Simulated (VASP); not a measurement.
# AlN in VASP: one cell, several levels of theory

What does VASP give for AlN built on the rocksalt prototype, under -2.0 % equal strain in all directions, the cell held fixed? Runs: PBE, r2SCAN. This is a trial cell built on a prototype, not taken from a measured structure, and it needn't be the compound's ground state.

Code: VASP 6.6.1. PAW datasets, plane waves. Computed, not measured; no magnetism was allowed, and the structure may never have been made.

### Step 1. The cell

The cell comes from an earlier relaxation with r2SCAN in another program.

The symmetry is Fm-3m (No. 225, cubic); a = 3.957 Å in the conventional setting, 7.74 Å³ an atom. Al has 6 N at 1.98 Å; N has 6 Al at 1.98 Å.

Coordinates:

```xyz
2
Lattice="0.0000 1.9785 1.9785 1.9785 0.0000 1.9785 1.9785 1.9785 0.0000" Properties=species:S:1:pos:R:3 pbc="T T T"
Al    0.0000    0.0000    0.0000
N     1.9785    1.9785    1.9785
```

### Step 2. PBE

Contents of INCAR:

```
ENCUT = 520.000000
SIGMA = 0.020000
EDIFF = 1.00e-07
GGA = PE
PREC = Accurate
IBRION = -1
ISIF = 2
ISMEAR = -1
NBANDS = 11
NELM = 120
NSW = 0
LASPH = .TRUE.
LCHARG = .FALSE.
LWAVE = .FALSE.
LREAL = .FALSE.
```

Contents of KPOINTS:

```
KPOINTS created by Atomic Simulation Environment
0
Gamma
10 10 10
0 0 0
```

Contents of KPOINTS_OPT:

```
special points
7
Reciprocal
0.0000000000 0.0000000000 0.0000000000 1
0.5000000000 0.0000000000 0.5000000000 1
0.6250000000 0.2500000000 0.6250000000 1
0.3750000000 0.3750000000 0.7500000000 1
0.5000000000 0.5000000000 0.5000000000 1
0.5000000000 0.2500000000 0.7500000000 1
0.0000000000 0.5000000000 0.5000000000 1
```

Contents of POSCAR:

```
Al N
 1.0000000000000000
     0.0000000000000000    1.9784910831000000    1.9784910831000000
     1.9784910831000000    0.0000000000000000    1.9784910831000000
     1.9784910831000000    1.9784910831000000    0.0000000000000000
 Al  N
   1   1
Cartesian
  0.0000000000000000  0.0000000000000000  0.0000000000000000
  1.9784910831000000  1.9784910831000000  1.9784910831000000
```

Potentials: the recommended PBE PAW datasets, 8 valence electrons in the neutral cell.

Started as:

```console
> mpirun -np 1 vasp_std
```

Standard output, without the iteration lines:

```text
POSCAR found type information on POSCAR AlN
 POSCAR found :  2 types and       2 ions
 LDA part: xc-table for (Slater+PW92), standard interpolation
 POSCAR, INCAR and KPOINTS ok, starting setup
 FFT: planning ... GRIDC
 FFT: planning ... GRID_SOFT
 FFT: planning ... GRID
 WAVECAR not read
 entering main loop
 Start KPOINTS_OPT (optional k-point list driver)
k-point batch [1-7\7]
```

OSZICAR:

```text
N       E                     dE             d eps       ncg     rms          rms(c)
DAV:   1     0.103220793632E+02    0.10322E+02   -0.41587E+03  1058   0.638E+02
DAV:   2    -0.156075975133E+02   -0.25930E+02   -0.25267E+02  1201   0.143E+02
DAV:   3    -0.162535615611E+02   -0.64596E+00   -0.64530E+00  1287   0.211E+01
DAV:   4    -0.162559486144E+02   -0.23871E-02   -0.23869E-02  1154   0.137E+00
DAV:   5    -0.162559681672E+02   -0.19553E-04   -0.19553E-04  1226   0.116E-01    0.788E+00
DAV:   6    -0.144746657824E+02    0.17813E+01   -0.71825E+00  1136   0.147E+01    0.286E+00
DAV:   7    -0.144517458787E+02    0.22920E-01   -0.22518E-01  1165   0.335E+00    0.186E+00
DAV:   8    -0.144468106463E+02    0.49352E-02   -0.14967E-02  1106   0.106E+00    0.358E-01
DAV:   9    -0.144464505125E+02    0.36013E-03   -0.14360E-03  1145   0.234E-01    0.161E-01
DAV:  10    -0.144465043148E+02   -0.53802E-04   -0.14282E-04  1166   0.859E-02    0.509E-02
DAV:  11    -0.144464973705E+02    0.69442E-05   -0.23229E-05  1196   0.277E-02    0.790E-03
DAV:  12    -0.144464971197E+02    0.25085E-06   -0.73035E-07  1139   0.721E-03    0.132E-03
DAV:  13    -0.144464970643E+02    0.55422E-07   -0.17744E-08   619   0.879E-04
   1 F= -.14446497E+02 E0= -.14446497E+02  d E =-.254986E-11
       N       E                     dE             ncg
DAV:   1     0.747528393398E+03   -0.20782E+04      154
DAV:   2     0.577108856668E+03   -0.17042E+03      178
DAV:   3     0.572980321980E+03   -0.41285E+01      206
DAV:   4     0.572963208307E+03   -0.17114E-01      175
DAV:   5     0.572963024301E+03   -0.18401E-03      190
DAV:   6     0.572963021845E+03   -0.24557E-05      183
DAV:   7     0.572963021810E+03   -0.35202E-07      185
```

The lines after F= are the extra pass for the points of KPOINTS_OPT, at fixed density; their E is not a total energy.

Parts of OUTCAR:

```text
k-points           NKPTS =     47   k-points in BZ     NKDIM =     47   number of bands    NBANDS=     11

   NELECT =       8.0000    total number of electrons

   dimension x,y,z NGX =    24 NGY =   24 NGZ =   24
   dimension x,y,z NGXF=    48 NGYF=   48 NGZF=   48

  energy-cutoff  :      520.00
  volume of cell :       15.49
      direct lattice vectors                 reciprocal lattice vectors
     0.000000000  1.978491083  1.978491083    -0.252717844  0.252717844  0.252717844
     1.978491083  0.000000000  1.978491083     0.252717844 -0.252717844  0.252717844
     1.978491083  1.978491083  0.000000000     0.252717844  0.252717844 -0.252717844

 k-points in reciprocal lattice and weights: KPOINTS created by Atomic Simulation Env
   0.00000000  0.00000000  0.00000000       0.001
   0.10000000  0.00000000  0.00000000       0.008
   0.20000000  0.00000000  0.00000000       0.008
   0.30000000  0.00000000  0.00000000       0.008
   0.40000000  0.00000000  0.00000000       0.008
   0.50000000  0.00000000  0.00000000       0.004
   0.10000000  0.10000000  0.00000000       0.006
   0.20000000  0.10000000  0.00000000       0.024
[... 39 more k-points ...]

 E-fermi :  11.2407

 k-point     1 :       0.0000    0.0000    0.0000
  band No.  band energies     occupation
      1      -7.3296      2.00000
      2      10.8255      2.00000
      3      10.8255      2.00000
      4      10.8255      2.00000
      5      17.4700      0.00000
      6      23.1999      0.00000
      7      23.1999      0.00000
      8      23.1999      0.00000
      9      28.5192      0.00000
     10      29.0966      0.00000
     11      29.0966      0.00000

 k-point     2 :       0.1000    0.0000    0.0000
  band No.  band energies     occupation
      1      -7.1116      2.00000
      2       9.8002      2.00000
      3      10.6883      2.00000
      4      10.6883      2.00000
      5      18.0506      0.00000
      6      22.3061      0.00000
      7      23.5335      0.00000
      8      23.5335      0.00000
      9      27.6929      0.00000
     10      27.6929      0.00000
     11      29.9022      0.00000

 k-point     3 :       0.2000    0.0000    0.0000
  band No.  band energies     occupation
      1      -6.4759      2.00000
      2       7.5770      2.00000
      3      10.3562      2.00000
      4      10.3562      2.00000
      5      18.4838      0.00000
      6      22.0271      0.00000
      7      23.8617      0.00000
      8      23.8617      0.00000
      9      27.0343      0.00000
     10      27.0343      0.00000
     11      29.4179      0.00000

 k-point     4 :       0.3000    0.0000    0.0000
  band No.  band energies     occupation
      1      -5.4959      2.00000
      2       5.1198      2.00000
      3       9.9896      2.00000
      4       9.9896      2.00000
      5      17.9975      0.00000
      6      23.2409      0.00000
      7      23.2409      0.00000
      8      23.2666      0.00000
      9      28.5118      0.00000
     10      28.5118      0.00000
     11      28.5140      0.00000

 k-point     5 :       0.4000    0.0000    0.0000
  band No.  band energies     occupation
      1      -4.3911      2.00000
      2       3.0275      2.00000
      3       9.7207      2.00000
      4       9.7207      2.00000
      5      17.5386      0.00000
      6      22.5963      0.00000
      7      22.5963      0.00000
      8      24.5795      0.00000
      9      27.8683      0.00000
     10      30.8418      0.00000
     11      30.8418      0.00000

 k-point     6 :       0.5000    0.0000    0.0000
  band No.  band energies     occupation
      1      -3.8043      2.00000
      2       2.0976      2.00000
      3       9.6235      2.00000
      4       9.6235      2.00000
      5      17.3789      0.00000
      6      22.3604      0.00000
      7      22.3604      0.00000
      8      25.1065      0.00000
      9      27.6651      0.00000
     10      32.2536      0.00000
     11      32.2536      0.00000

 k-point     7 :       0.1000    0.1000    0.0000
  band No.  band energies     occupation
      1      -7.0394      2.00000
      2       9.8979      2.00000
      3      10.4294      2.00000
      4      10.4294      2.00000
      5      18.3142      0.00000
      6      21.5729      0.00000
      7      23.9040      0.00000
      8      23.9040      0.00000
      9      25.9849      0.00000
     10      29.4345      0.00000
     11      30.9073      0.00000

[... the tables of k-points 8 to 47 left out ...]

  Total        2.4139216      2.4139216      2.4139216      0.0000000     -0.0000000     -0.0000000
  in kB      249.6901785    249.6901785    249.6901785      0.0000000     -0.0000000     -0.0000000
  external PRESSURE =     249.6901785 kB  Pullay stress =       0.0000000 kB

 POSITION                                       TOTAL-FORCE (eV/Angst)
 -----------------------------------------------------------------------------------
      0.00000      0.00000      0.00000         0.000000      0.000000      0.000000
      1.97849      1.97849      1.97849        -0.000000     -0.000000     -0.000000
 -----------------------------------------------------------------------------------
    total drift:                               -0.000000     -0.000000      0.000000

  FREE ENERGIE OF THE ION-ELECTRON SYSTEM (eV)
  ---------------------------------------------------
  free  energy   TOTEN  =       -14.4464970643 eV

  energy  without entropy=      -14.4464970643  energy(sigma->0) =      -14.44649706
```

Wall time 5.5 s (1 MPI rank of Intel Xeon Platinum 8488C, shared host); peak memory 0.13 GiB.

The levels at the points of KPOINTS_OPT are read from vasprun.xml.

Levels at the named points, in eV from the top of band v (v: the last filled band by count, c: the next):

```csv
point,v−1,v,c,c+1
Γ,0.00,0.00,6.64,12.37
X,-2.97,-2.97,5.19,5.25
U,-5.75,-2.46,6.27,9.69
K,-5.75,-2.46,6.27,9.69
L,-1.20,-1.20,6.55,11.53
W,-6.07,-4.08,8.80,11.08
```

The PBE gap is 5.19 eV and indirect (Γ to X), with 6.64 eV as the least direct one. Pressure: 24.97 GPa; the forces vanish within 0.01 eV/Å.

### Step 3. r2SCAN

Contents of INCAR:

```
ENCUT = 520.000000
SIGMA = 0.010000
EDIFF = 1.00e-07
ALGO = Normal
METAGGA = R2SCAN
PREC = Accurate
IBRION = -1
ISIF = 2
ISMEAR = 0
NBANDS = 11
NELM = 120
NSW = 0
LASPH = .TRUE.
LCHARG = .FALSE.
LWAVE = .FALSE.
LREAL = .FALSE.
```

KPOINTS is that of step 2.

KPOINTS_OPT is that of step 2.

POSCAR is that of step 2.

Started as:

```console
> mpirun -np 1 vasp_std
```

Printed to the terminal (iteration lines stand in OSZICAR):

```text
POSCAR found type information on POSCAR AlN
 POSCAR found :  2 types and       2 ions
 -----------------------------------------------------------------------------
|                                                                             |
|                                                                             |
|     You enforced a specific xc type in the INCAR file but a different       |
|     I HOPE YOU KNOW WHAT YOU ARE DOING!                                     |
|                                                                             |
 -----------------------------------------------------------------------------

 LDA part: xc-table for (None), standard interpolation
 POSCAR, INCAR and KPOINTS ok, starting setup
 FFT: planning ... GRIDC
 FFT: planning ... GRID_SOFT
 FFT: planning ... GRID
 WAVECAR not read
 entering main loop
 Start KPOINTS_OPT (optional k-point list driver)
k-point batch [1-7\7]
```

OSZICAR:

```text
N       E                     dE             d eps       ncg     rms          rms(c)
DAV:   1     0.506003855961E+01    0.50600E+01   -0.42927E+03  1058   0.658E+02
DAV:   2    -0.218377331222E+02   -0.26898E+02   -0.26166E+02  1201   0.148E+02
DAV:   3    -0.225141782571E+02   -0.67645E+00   -0.67574E+00  1287   0.220E+01
DAV:   4    -0.225169273311E+02   -0.27491E-02   -0.27489E-02  1154   0.149E+00
DAV:   5    -0.225169525639E+02   -0.25233E-04   -0.25233E-04  1223   0.133E-01    0.825E+00
DAV:   6    -0.187865134181E+02    0.37304E+01   -0.52375E+00  1115   0.126E+01    0.378E+00
DAV:   7    -0.188275789855E+02   -0.41066E-01   -0.45325E-01  1166   0.472E+00    0.212E+00
DAV:   8    -0.188464021949E+02   -0.18823E-01   -0.37213E-02  1103   0.147E+00    0.211E-01
DAV:   9    -0.188463063905E+02    0.95804E-04   -0.15932E-03  1228   0.271E-01    0.882E-02
DAV:  10    -0.188464736530E+02   -0.16726E-03   -0.24382E-04  1151   0.126E-01    0.477E-02
DAV:  11    -0.188464640734E+02    0.95797E-05   -0.37162E-05  1222   0.359E-02    0.920E-03
DAV:  12    -0.188464640151E+02    0.58240E-07   -0.10295E-06  1148   0.992E-03    0.164E-03
DAV:  13    -0.188464639005E+02    0.11466E-06   -0.22277E-07   770   0.276E-03    0.741E-04
DAV:  14    -0.188464639021E+02   -0.16489E-08   -0.11745E-08   592   0.133E-03
   1 F= -.18846464E+02 E0= -.18846464E+02  d E =-.115826E-81
       N       E                     dE             ncg
DAV:   1     0.728664022776E+03   -0.20971E+04      154
DAV:   2     0.549587414221E+03   -0.17908E+03      186
DAV:   3     0.545480577595E+03   -0.41068E+01      211
DAV:   4     0.545466371439E+03   -0.14206E-01      178
DAV:   5     0.545466216452E+03   -0.15499E-03      187
DAV:   6     0.545466214227E+03   -0.22258E-05      181
DAV:   7     0.545466214193E+03   -0.33942E-07      195
```

From OUTCAR:

```text
k-points           NKPTS =     47   k-points in BZ     NKDIM =     47   number of bands    NBANDS=     11

   NELECT =       8.0000    total number of electrons

   dimension x,y,z NGX =    24 NGY =   24 NGZ =   24
   dimension x,y,z NGXF=    48 NGYF=   48 NGZF=   48

  energy-cutoff  :      520.00
  volume of cell :       15.49
      direct lattice vectors                 reciprocal lattice vectors
     0.000000000  1.978491083  1.978491083    -0.252717844  0.252717844  0.252717844
     1.978491083  0.000000000  1.978491083     0.252717844 -0.252717844  0.252717844
     1.978491083  1.978491083  0.000000000     0.252717844  0.252717844 -0.252717844

 k-points in reciprocal lattice and weights: KPOINTS created by Atomic Simulation Env
   0.00000000  0.00000000  0.00000000       0.001
   0.10000000  0.00000000  0.00000000       0.008
   0.20000000  0.00000000  0.00000000       0.008
   0.30000000  0.00000000  0.00000000       0.008
   0.40000000  0.00000000  0.00000000       0.008
   0.50000000  0.00000000  0.00000000       0.004
   0.10000000  0.10000000  0.00000000       0.006
   0.20000000  0.10000000  0.00000000       0.024
[... 39 more k-points ...]

 E-fermi :  10.7625

 k-point     1 :       0.0000    0.0000    0.0000
  band No.  band energies     occupation
      1      -8.3837      2.00000
      2      10.6292      2.00000
      3      10.6292      2.00000
      4      10.6292      2.00000
      5      18.1510      0.00000
      6      23.7593      0.00000
      7      23.7593      0.00000
      8      23.7593      0.00000
      9      29.7143      0.00000
     10      29.7143      0.00000
     11      29.7309      0.00000

 k-point     2 :       0.1000    0.0000    0.0000
  band No.  band energies     occupation
      1      -8.1617      2.00000
      2       9.5863      2.00000
      3      10.4829      2.00000
      4      10.4829      2.00000
      5      18.7399      0.00000
      6      22.9450      0.00000
      7      24.1170      0.00000
      8      24.1170      0.00000
      9      28.4938      0.00000
     10      28.4938      0.00000
     11      31.1851      0.00000

 k-point     3 :       0.2000    0.0000    0.0000
  band No.  band energies     occupation
      1      -7.5163      2.00000
      2       7.3046      2.00000
      3      10.1284      2.00000
      4      10.1284      2.00000
      5      19.1475      0.00000
      6      22.8085      0.00000
      7      24.5243      0.00000
      8      24.5243      0.00000
      9      27.8525      0.00000
     10      27.8525      0.00000
     11      30.7670      0.00000

 k-point     4 :       0.3000    0.0000    0.0000
  band No.  band energies     occupation
      1      -6.5294      2.00000
      2       4.7861      2.00000
      3       9.7361      2.00000
      4       9.7361      2.00000
      5      18.6172      0.00000
      6      23.9615      0.00000
      7      23.9615      0.00000
      8      24.2211      0.00000
      9      29.3871      0.00000
     10      29.3871      0.00000
     11      29.8225      0.00000

 k-point     5 :       0.4000    0.0000    0.0000
  band No.  band energies     occupation
      1      -5.4375      2.00000
      2       2.6693      2.00000
      3       9.4479      2.00000
      4       9.4479      2.00000
      5      18.1363      0.00000
      6      23.3268      0.00000
      7      23.3268      0.00000
      8      25.6849      0.00000
      9      29.1346      0.00000
     10      31.8726      0.00000
     11      31.8726      0.00000

 k-point     6 :       0.5000    0.0000    0.0000
  band No.  band energies     occupation
      1      -4.8745      2.00000
      2       1.7501      2.00000
      3       9.3437      2.00000
      4       9.3437      2.00000
      5      17.9696      0.00000
      6      23.0917      0.00000
      7      23.0917      0.00000
      8      26.2837      0.00000
      9      28.9102      0.00000
     10      33.4273      0.00000
     11      33.4273      0.00000

 k-point     7 :       0.1000    0.1000    0.0000
  band No.  band energies     occupation
      1      -8.0882      2.00000
      2       9.6801      2.00000
      3      10.2204      2.00000
      4      10.2204      2.00000
      5      19.0130      0.00000
      6      22.1684      0.00000
      7      24.5266      0.00000
      8      24.5266      0.00000
      9      26.8327      0.00000
     10      30.0645      0.00000
     11      32.1094      0.00000

[... the tables of k-points 8 to 47 left out ...]

  Total        1.7377694      1.7377694      1.7377694      0.0000000      0.0000000      0.0000000
  in kB      179.7506331    179.7506331    179.7506331      0.0000000      0.0000000      0.0000000
  external PRESSURE =     179.7506331 kB  Pullay stress =       0.0000000 kB

 POSITION                                       TOTAL-FORCE (eV/Angst)
 -----------------------------------------------------------------------------------
      0.00000      0.00000      0.00000         0.000000      0.000000      0.000000
      1.97849      1.97849      1.97849         0.000000      0.000000      0.000000
 -----------------------------------------------------------------------------------
    total drift:                               -0.000000     -0.000000      0.000000

  FREE ENERGIE OF THE ION-ELECTRON SYSTEM (eV)
  ---------------------------------------------------
  free  energy   TOTEN  =       -18.8464639021 eV

  energy  without entropy=      -18.8464639021  energy(sigma->0) =      -18.84646390
```

Wall time 20 s (1 MPI rank of Intel Xeon Platinum 8488C, shared host); peak memory 0.14 GiB.

The levels at the points of KPOINTS_OPT are read from vasprun.xml.

Levels at the named points, in eV from the top of band v (v: the last filled band by count, c: the next):

```csv
point,v−1,v,c,c+1
Γ,0.00,0.00,7.52,13.13
X,-3.07,-3.07,5.87,6.16
U,-5.84,-2.56,7.12,10.62
K,-5.84,-2.56,7.12,10.62
L,-1.29,-1.29,7.34,12.46
W,-6.19,-4.13,9.79,12.03
```

r2SCAN gives an indirect gap of 5.87 eV, from Γ to X; the least direct gap is 7.52 eV. The pressure is 17.98 GPa; the forces vanish within 0.01 eV/Å.

### Step 4. Summary

```
 level  gap (eV)  pressure (GPa)
   PBE      5.19           24.97
r2SCAN      5.87           17.98
```

**Reading.** The gap spans 5.19 eV (PBE) to 5.87 eV (r2SCAN). At this one volume the pressure spans 18.0 GPa (r2SCAN) to 25.0 GPa (PBE): PBE wants the largest cell and r2SCAN the smallest.
